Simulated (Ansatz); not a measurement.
Runs of Ansatz 0.2.0 on CrO2. The structure is tetragonal, space group P4_2/mnm (No. 136). Conventional cell: a = 4.421 Å, b = 4.421 Å, c = 2.917 Å, α = 90.00°, β = 90.00°, γ = 90.00°. Cr (site symmetry mmm) is surrounded by 6 O at 1.88 to 1.92 Å. Around O (site symmetry m2m) lie 3 Cr at 1.88 to 1.92 Å. 

| task | level | cell | points for each segment of the path | gap on the mesh (eV) | pressure (GPa) | moment (μB) | V0 of scaled cells (Å³/atom) | B0 (GPa) | largest force (eV/Å) |
| --- | --- | --- | --- | --- | --- | --- | --- | --- | --- |
| relaxation of cell and atoms | PBEsol | relaxed | - | none | 0.0 | 4.00 | - | - | - |
| equation of state | PBE | as given | - | - | - | - | 9.59 | 242 | - |
| single point | PBE | as given | - | none | 2.4 | 4.00 | - | - | (a) |
| band structure | PBEsol | as given | 14 | none | -6.4 | 4.00 | - | - | 0.34 |
| equation of state | PBEsol | as given | - | - | - | - | (b) | 268 | - |

Alike in all rows: potentials or basis Ansatz PAW; spin collinear, ferromagnetic start; k mesh 6 × 6 × 9; cutoff (eV) 420; smearing fermi-dirac 0.05 eV.

Question: Estimate the missing entries.

Answer: (a) 0.28; (b) 9.27.

Caveats: semilocal functionals often make such compounds metallic where correlation or magnetic order opens a gap, which also shifts bond lengths (some runs); only a ferromagnetic start was run, and an antiferromagnetic order may lie lower in energy (some runs); the PAW data sets come from PBE, with cores solved anew for the run's functional, which leaves a small shift of forces and pressure (some runs); the cell was scaled at fixed shape and fractional positions, which overstates the stiffness of a crystal with free parameters, most of all of layers and chains (some runs); the plane-wave basis is chosen anew once the cell has moved, so the energies of steps on either side of that aren't comparable (some runs).

A k mesh can miss the band edges.

A gap of «none» marks a metal or a gap under the smearing width.

Not every run made on this cell is shown here.
